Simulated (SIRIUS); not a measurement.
# BAs (F-43m) in SIRIUS: a series of runs, part 3 of 4

SIRIUS 7.12.0. The steps go on from the part before.

**5. Equation of state, PBEsol, 13.63 Å³/atom**

The input, sirius.json:

```json
{
  "control": {
    "processing_unit": "cpu",
    "std_evp_solver_name": "lapack",
    "gen_evp_solver_name": "lapack",
    "verbosity": 2,
    "print_forces": false,
    "ortho_rf": true,
    "use_second_variation": true,
    "rmt_max": 3.0,
    "num_bands_to_print": 21,
    "save_wf": true
  },
  "parameters": {
    "electronic_structure_method": "full_potential_lapwlo",
    "xc_functionals": ["XC_GGA_X_PBE_SOL", "XC_GGA_C_PBE_SOL"],
    "core_relativity": "dirac",
    "valence_relativity": "iora",
    "num_fv_states": 21,
    "smearing": "fermi_dirac",
    "smearing_width": 0.0018374661,
    "pw_cutoff": 21,
    "gk_cutoff": 4.09,
    "lmax_apw": 10,
    "lmax_rho": 8,
    "lmax_pot": 8,
    "num_mag_dims": 0,
    "auto_rmt": 0,
    "ngridk": [10, 10, 10],
    "shiftk": [0, 0, 0],
    "num_dft_iter": 80,
    "energy_tol": 1e-07,
    "density_tol": 1e-05,
    "use_symmetry": true
  },
  "settings": {"tol_ne": 1e-10},
  "iterative_solver": {"type": "exact"},
  "mixer": {"type": "anderson", "beta": 0.5, "max_history": 8},
  "unit_cell": {
    "lattice_vectors": [[0.0, 4.5136108487, 4.5136108487], [4.5136108487, 0.0, 4.5136108487], [4.5136108487, 4.5136108487, 0.0]],
    "atom_types": ["As", "B"],
    "atom_files": {"As": "As.json", "B": "B.json"},
    "atoms": {"As": [[0.75, 0.75, 0.75]], "B": [[0.0, 0.0, 0.0]]}
  }
}
```

The input, As.json:

```json
{
  "name": "arsenic",
  "symbol": "As",
  "number": 33,
  "mass": 74.9216,
  "rmin": 1e-06,
  "rmt": 2.18,
  "nrmt": 800,
  "rinf": 15.07,
  "core": "1s2s2p",
  "valence": [
    {"basis": [{"enu": 0.09, "dme": 0, "n": 0, "auto": 0}, {"enu": 0.09, "dme": 1, "n": 0, "auto": 0}]},
    {"l": 0, "n": 1, "basis": [{"enu": 0.0686, "dme": 0, "n": 0, "auto": 0}]},
    {"l": 1, "n": 2, "basis": [{"enu": 0.19, "dme": 0, "n": 0, "auto": 0}]},
    {"l": 2, "n": 3, "basis": [{"enu": 0.19, "dme": 0, "n": 0, "auto": 0}]},
    {"l": 3, "n": 4, "basis": [{"enu": 0.19, "dme": 0, "n": 0, "auto": 0}]}
  ],
  "lo": [
    {
      "l": 0,
      "basis": [{"enu": 0.0686, "dme": 0, "n": 0, "auto": 0}, {"enu": 0.0686, "dme": 1, "n": 0, "auto": 0}]
    },
    {
      "l": 0,
      "basis": [{"enu": 0.0686, "dme": 1, "n": 0, "auto": 0}, {"enu": 0.0686, "dme": 2, "n": 0, "auto": 0}]
    },
    {
      "l": 0,
      "basis": [{"enu": -6.5608, "dme": 0, "n": 3, "auto": 1}, {"enu": -6.5608, "dme": 1, "n": 3, "auto": 1}]
    },
    {
      "l": 0,
      "basis": [{"enu": 0.0686, "dme": 0, "n": 0, "auto": 0}, {"enu": 2.5936, "dme": 0, "n": 0, "auto": 0}]
    },
    {"l": 1, "basis": [{"enu": 0.19, "dme": 0, "n": 0, "auto": 0}, {"enu": 0.19, "dme": 1, "n": 0, "auto": 0}]},
    {
      "l": 1,
      "basis": [{"enu": -4.5109, "dme": 0, "n": 3, "auto": 1}, {"enu": -4.5109, "dme": 1, "n": 3, "auto": 1}]
    },
    {
      "l": 1,
      "basis": [{"enu": -4.5109, "dme": 1, "n": 3, "auto": 1}, {"enu": 0.19, "dme": 0, "n": 0, "auto": 0}]
    },
    {"l": 1, "basis": [{"enu": 0.19, "dme": 0, "n": 0, "auto": 0}, {"enu": 4.0617, "dme": 0, "n": 0, "auto": 0}]},
    {"l": 2, "basis": [{"enu": 0.19, "dme": 0, "n": 0, "auto": 0}, {"enu": 0.19, "dme": 1, "n": 0, "auto": 0}]},
    {
      "l": 2,
      "basis": [{"enu": -1.1185, "dme": 0, "n": 3, "auto": 1}, {"enu": -1.1185, "dme": 1, "n": 3, "auto": 1}]
    },
    {
      "l": 2,
      "basis": [{"enu": -1.1185, "dme": 1, "n": 3, "auto": 1}, {"enu": 0.19, "dme": 0, "n": 0, "auto": 0}]
    },
    {"l": 2, "basis": [{"enu": 0.19, "dme": 0, "n": 0, "auto": 0}, {"enu": 4.5667, "dme": 0, "n": 0, "auto": 0}]},
    {"l": 3, "basis": [{"enu": 0.19, "dme": 0, "n": 0, "auto": 0}, {"enu": 0.19, "dme": 1, "n": 0, "auto": 0}]},
    {"l": 3, "basis": [{"enu": 0.19, "dme": 0, "n": 0, "auto": 0}, {"enu": 3.8513, "dme": 0, "n": 0, "auto": 0}]}
  ],
  "free_atom": [... radial grid and density of the free atom, the start of the SCF ...]
}
```

The input, B.json:

```json
{
  "name": "boron",
  "symbol": "B",
  "number": 5,
  "mass": 10.811,
  "rmin": 1e-06,
  "rmt": 1.59,
  "nrmt": 800,
  "rinf": 17.81,
  "core": "",
  "valence": [
    {"basis": [{"enu": 0.09, "dme": 0, "n": 0, "auto": 0}, {"enu": 0.09, "dme": 1, "n": 0, "auto": 0}]},
    {"l": 0, "n": 1, "basis": [{"enu": 0.1359, "dme": 0, "n": 0, "auto": 0}]},
    {"l": 1, "n": 2, "basis": [{"enu": 0.19, "dme": 0, "n": 0, "auto": 0}]},
    {"l": 2, "n": 3, "basis": [{"enu": 0.19, "dme": 0, "n": 0, "auto": 0}]},
    {"l": 3, "n": 4, "basis": [{"enu": 0.19, "dme": 0, "n": 0, "auto": 0}]}
  ],
  "lo": [
    {
      "l": 0,
      "basis": [{"enu": 0.1359, "dme": 0, "n": 0, "auto": 0}, {"enu": 0.1359, "dme": 1, "n": 0, "auto": 0}]
    },
    {
      "l": 0,
      "basis": [{"enu": 0.1359, "dme": 1, "n": 0, "auto": 0}, {"enu": 0.1359, "dme": 2, "n": 0, "auto": 0}]
    },
    {
      "l": 0,
      "basis": [{"enu": -6.2364, "dme": 0, "n": 1, "auto": 1}, {"enu": -6.2364, "dme": 1, "n": 1, "auto": 1}]
    },
    {
      "l": 0,
      "basis": [{"enu": 0.1359, "dme": 0, "n": 0, "auto": 0}, {"enu": 4.8825, "dme": 0, "n": 0, "auto": 0}]
    },
    {"l": 1, "basis": [{"enu": 0.19, "dme": 0, "n": 0, "auto": 0}, {"enu": 0.19, "dme": 1, "n": 0, "auto": 0}]},
    {"l": 1, "basis": [{"enu": 0.19, "dme": 1, "n": 0, "auto": 0}, {"enu": 0.19, "dme": 2, "n": 0, "auto": 0}]},
    {"l": 1, "basis": [{"enu": 0.19, "dme": 0, "n": 0, "auto": 0}, {"enu": 5.6486, "dme": 0, "n": 0, "auto": 0}]},
    {"l": 2, "basis": [{"enu": 0.19, "dme": 0, "n": 0, "auto": 0}, {"enu": 0.19, "dme": 1, "n": 0, "auto": 0}]},
    {"l": 2, "basis": [{"enu": 0.19, "dme": 1, "n": 0, "auto": 0}, {"enu": 0.19, "dme": 2, "n": 0, "auto": 0}]},
    {"l": 2, "basis": [{"enu": 0.19, "dme": 0, "n": 0, "auto": 0}, {"enu": 6.3606, "dme": 0, "n": 0, "auto": 0}]},
    {"l": 3, "basis": [{"enu": 0.19, "dme": 0, "n": 0, "auto": 0}, {"enu": 0.19, "dme": 1, "n": 0, "auto": 0}]}
  ],
  "free_atom": [... radial grid and density of the free atom, the start of the SCF ...]
}
```

The input, sirius_start.json:

```json
{
  "control": {
    "processing_unit": "cpu",
    "std_evp_solver_name": "lapack",
    "gen_evp_solver_name": "lapack",
    "verbosity": 1,
    "print_forces": false,
    "ortho_rf": true,
    "use_second_variation": true,
    "rmt_max": 3.0,
    "num_bands_to_print": 21,
    "save_wf": false
  },
  "parameters": {
    "electronic_structure_method": "full_potential_lapwlo",
    "xc_functionals": ["XC_LDA_X", "XC_LDA_C_PW"],
    "core_relativity": "dirac",
    "valence_relativity": "iora",
    "num_fv_states": 21,
    "smearing": "fermi_dirac",
    "smearing_width": 0.0055123983,
    "pw_cutoff": 21,
    "gk_cutoff": 3.27,
    "lmax_apw": 10,
    "lmax_rho": 8,
    "lmax_pot": 8,
    "num_mag_dims": 0,
    "auto_rmt": 0,
    "ngridk": [4, 4, 4],
    "shiftk": [0, 0, 0],
    "num_dft_iter": 30,
    "energy_tol": 0.01,
    "density_tol": 0.05,
    "use_symmetry": true
  },
  "settings": {"tol_ne": 1e-10},
  "iterative_solver": {"type": "exact"},
  "mixer": {"type": "anderson", "beta": 0.5, "max_history": 8},
  "unit_cell": {
    "lattice_vectors": [[0.0, 4.5136108487, 4.5136108487], [4.5136108487, 0.0, 4.5136108487], [4.5136108487, 4.5136108487, 0.0]],
    "atom_types": ["As", "B"],
    "atom_files": {"As": "As.json", "B": "B.json"},
    "atoms": {"As": [[0.75, 0.75, 0.75]], "B": [[0.0, 0.0, 0.0]]}
  }
}
```

Run with:

```
$ OMP_NUM_THREADS=1 sirius.scf --input=sirius_start.json --output=start.json
$ OMP_NUM_THREADS=1 sirius.scf --input=sirius.json --output=output.json --task=1
```

Run time: 47 s. Hardware: 1 thread of Arm Neoverse V1, shared host; peak memory 0.44 GiB.

It converged, with:

| Quantity | Value |
| --- | --- |
| Free energy | -62157.1018 eV |
| Band gap on the k mesh | 1.09 eV, indirect (least direct gap 3.24 eV) |
| All electrons inside the program's atomic spheres | As 31.06; B 3.46 (radii As 2.18, B 1.59 bohr) |

**6. Equation of state, PBEsol, 13.90 Å³/atom (volume scaled by 1.02)**

sirius.json: that of step 5 with these lines changed.

```diff
@@ -39,3 +39,3 @@
   "unit_cell": {
-    "lattice_vectors": [[0.0, 4.5136108487, 4.5136108487], [4.5136108487, 0.0, 4.5136108487], [4.5136108487, 4.5136108487, 0.0]],
+    "lattice_vectors": [[0.0, 4.5435031824, 4.5435031824], [4.5435031824, 0.0, 4.5435031824], [4.5435031824, 4.5435031824, 0.0]],
     "atom_types": ["As", "B"],
```

The input, As.json:

```json
{
  "name": "arsenic",
  "symbol": "As",
  "number": 33,
  "mass": 74.9216,
  "rmin": 1e-06,
  "rmt": 2.18,
  "nrmt": 800,
  "rinf": 15.07,
  "core": "1s2s2p",
  "valence": [
    {"basis": [{"enu": 0.08, "dme": 0, "n": 0, "auto": 0}, {"enu": 0.08, "dme": 1, "n": 0, "auto": 0}]},
    {"l": 0, "n": 1, "basis": [{"enu": 0.0586, "dme": 0, "n": 0, "auto": 0}]},
    {"l": 1, "n": 2, "basis": [{"enu": 0.18, "dme": 0, "n": 0, "auto": 0}]},
    {"l": 2, "n": 3, "basis": [{"enu": 0.18, "dme": 0, "n": 0, "auto": 0}]},
    {"l": 3, "n": 4, "basis": [{"enu": 0.18, "dme": 0, "n": 0, "auto": 0}]}
  ],
  "lo": [
    {
      "l": 0,
      "basis": [{"enu": 0.0586, "dme": 0, "n": 0, "auto": 0}, {"enu": 0.0586, "dme": 1, "n": 0, "auto": 0}]
    },
    {
      "l": 0,
      "basis": [{"enu": 0.0586, "dme": 1, "n": 0, "auto": 0}, {"enu": 0.0586, "dme": 2, "n": 0, "auto": 0}]
    },
    {
      "l": 0,
      "basis": [{"enu": -6.5708, "dme": 0, "n": 3, "auto": 1}, {"enu": -6.5708, "dme": 1, "n": 3, "auto": 1}]
    },
    {
      "l": 0,
      "basis": [{"enu": 0.0586, "dme": 0, "n": 0, "auto": 0}, {"enu": 2.5836, "dme": 0, "n": 0, "auto": 0}]
    },
    {"l": 1, "basis": [{"enu": 0.18, "dme": 0, "n": 0, "auto": 0}, {"enu": 0.18, "dme": 1, "n": 0, "auto": 0}]},
    {
      "l": 1,
      "basis": [{"enu": -4.5209, "dme": 0, "n": 3, "auto": 1}, {"enu": -4.5209, "dme": 1, "n": 3, "auto": 1}]
    },
    {
      "l": 1,
      "basis": [{"enu": -4.5209, "dme": 1, "n": 3, "auto": 1}, {"enu": 0.18, "dme": 0, "n": 0, "auto": 0}]
    },
    {"l": 1, "basis": [{"enu": 0.18, "dme": 0, "n": 0, "auto": 0}, {"enu": 4.0517, "dme": 0, "n": 0, "auto": 0}]},
    {"l": 2, "basis": [{"enu": 0.18, "dme": 0, "n": 0, "auto": 0}, {"enu": 0.18, "dme": 1, "n": 0, "auto": 0}]},
    {
      "l": 2,
      "basis": [{"enu": -1.1285, "dme": 0, "n": 3, "auto": 1}, {"enu": -1.1285, "dme": 1, "n": 3, "auto": 1}]
    },
    {
      "l": 2,
      "basis": [{"enu": -1.1285, "dme": 1, "n": 3, "auto": 1}, {"enu": 0.18, "dme": 0, "n": 0, "auto": 0}]
    },
    {"l": 2, "basis": [{"enu": 0.18, "dme": 0, "n": 0, "auto": 0}, {"enu": 4.5567, "dme": 0, "n": 0, "auto": 0}]},
    {"l": 3, "basis": [{"enu": 0.18, "dme": 0, "n": 0, "auto": 0}, {"enu": 0.18, "dme": 1, "n": 0, "auto": 0}]},
    {"l": 3, "basis": [{"enu": 0.18, "dme": 0, "n": 0, "auto": 0}, {"enu": 3.8413, "dme": 0, "n": 0, "auto": 0}]}
  ],
  "free_atom": [... radial grid and density of the free atom, the start of the SCF ...]
}
```

The input, B.json:

```json
{
  "name": "boron",
  "symbol": "B",
  "number": 5,
  "mass": 10.811,
  "rmin": 1e-06,
  "rmt": 1.59,
  "nrmt": 800,
  "rinf": 17.81,
  "core": "",
  "valence": [
    {"basis": [{"enu": 0.08, "dme": 0, "n": 0, "auto": 0}, {"enu": 0.08, "dme": 1, "n": 0, "auto": 0}]},
    {"l": 0, "n": 1, "basis": [{"enu": 0.1259, "dme": 0, "n": 0, "auto": 0}]},
    {"l": 1, "n": 2, "basis": [{"enu": 0.18, "dme": 0, "n": 0, "auto": 0}]},
    {"l": 2, "n": 3, "basis": [{"enu": 0.18, "dme": 0, "n": 0, "auto": 0}]},
    {"l": 3, "n": 4, "basis": [{"enu": 0.18, "dme": 0, "n": 0, "auto": 0}]}
  ],
  "lo": [
    {
      "l": 0,
      "basis": [{"enu": 0.1259, "dme": 0, "n": 0, "auto": 0}, {"enu": 0.1259, "dme": 1, "n": 0, "auto": 0}]
    },
    {
      "l": 0,
      "basis": [{"enu": 0.1259, "dme": 1, "n": 0, "auto": 0}, {"enu": 0.1259, "dme": 2, "n": 0, "auto": 0}]
    },
    {
      "l": 0,
      "basis": [{"enu": -6.2464, "dme": 0, "n": 1, "auto": 1}, {"enu": -6.2464, "dme": 1, "n": 1, "auto": 1}]
    },
    {
      "l": 0,
      "basis": [{"enu": 0.1259, "dme": 0, "n": 0, "auto": 0}, {"enu": 4.8725, "dme": 0, "n": 0, "auto": 0}]
    },
    {"l": 1, "basis": [{"enu": 0.18, "dme": 0, "n": 0, "auto": 0}, {"enu": 0.18, "dme": 1, "n": 0, "auto": 0}]},
    {"l": 1, "basis": [{"enu": 0.18, "dme": 1, "n": 0, "auto": 0}, {"enu": 0.18, "dme": 2, "n": 0, "auto": 0}]},
    {"l": 1, "basis": [{"enu": 0.18, "dme": 0, "n": 0, "auto": 0}, {"enu": 5.6386, "dme": 0, "n": 0, "auto": 0}]},
    {"l": 2, "basis": [{"enu": 0.18, "dme": 0, "n": 0, "auto": 0}, {"enu": 0.18, "dme": 1, "n": 0, "auto": 0}]},
    {"l": 2, "basis": [{"enu": 0.18, "dme": 1, "n": 0, "auto": 0}, {"enu": 0.18, "dme": 2, "n": 0, "auto": 0}]},
    {"l": 2, "basis": [{"enu": 0.18, "dme": 0, "n": 0, "auto": 0}, {"enu": 6.3506, "dme": 0, "n": 0, "auto": 0}]},
    {"l": 3, "basis": [{"enu": 0.18, "dme": 0, "n": 0, "auto": 0}, {"enu": 0.18, "dme": 1, "n": 0, "auto": 0}]}
  ],
  "free_atom": [... radial grid and density of the free atom, the start of the SCF ...]
}
```

sirius_start.json: that of step 5 with these lines changed.

```diff
@@ -39,3 +39,3 @@
   "unit_cell": {
-    "lattice_vectors": [[0.0, 4.5136108487, 4.5136108487], [4.5136108487, 0.0, 4.5136108487], [4.5136108487, 4.5136108487, 0.0]],
+    "lattice_vectors": [[0.0, 4.5435031824, 4.5435031824], [4.5435031824, 0.0, 4.5435031824], [4.5435031824, 4.5435031824, 0.0]],
     "atom_types": ["As", "B"],
```

Potentials or basis: all-electron FP-LAPW, apw+lo standard.

Run with:

```
$ OMP_NUM_THREADS=1 sirius.scf --input=sirius_start.json --output=start.json
$ OMP_NUM_THREADS=1 sirius.scf --input=sirius.json --output=output.json --task=1
```

Run time: 52 s. Hardware: 1 thread of Arm Neoverse V1, shared host; peak memory 0.45 GiB.

Results (log left out):

```
Free energy                                       : -62157.0945 eV
Band gap on the k mesh                            : 1.10 eV, indirect (least direct gap 3.22 eV)
All electrons inside the program's atomic spheres : As 31.04; B 3.44 (radii As 2.18, B 1.59 bohr)
```

(Part 3 of 4 ends here.)
